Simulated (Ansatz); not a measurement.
Tc under changes of volume

One of the cells (14.297 Å³/atom); the others are scaled copies at fixed shape and fractional positions:

```
Tc
1.0
     2.74000    0.00000    0.00000
    -1.37000    2.37291    0.00000
     0.00000    0.00000    4.39800
Tc
2
Cartesian
  1.3700 0.7910 3.2985
  0.0000 1.5819 1.0995
```

```yaml
Program: Ansatz 0.2.0
Functional: r2SCAN
Potentials_or_basis: Ansatz PAW earlier set
Cutoff: "500 eV (not typed: the program's choice for these potentials)"
k_mesh: 11 × 11 × 6
Occupations: fermi-dirac, width 0.05 eV
Spin: no spin polarisation
```

```tsv
volume (Å³/atom)	energy over the lowest point (meV/atom)	pressure (GPa)
13.440	43.85	19.8
13.726	?	?
14.011	1.78	4.4
14.297	0.00	-2.2
14.583	9.28	-8.0
14.869	28.52	-13.3
15.155	56.65	-18.0
```

**Question.** What does the run at 13.726 Å³/atom give?

**Answer.** Energy over the lowest point 15.93 meV/atom; pressure 11.7 GPa.

Worked out: A Birch-Murnaghan fit of order 3 (a polynomial in V^(-2/3)) to the other rows has its minimum at 14.20 Å³/atom with B0 = V·E''(V) = 320 GPa and B' = 4.5 at fixed shape and positions, which overstates the stiffness. It gives 15.89 meV/atom at 13.726 Å³/atom, against the run's 15.93, and -dE/dV = 11.6 GPa, against 11.7.

Energies are extrapolated to zero smearing.

Caveats: the PAW data sets come from PBE, with cores solved anew for the run's functional, which leaves a small shift of forces and pressure.
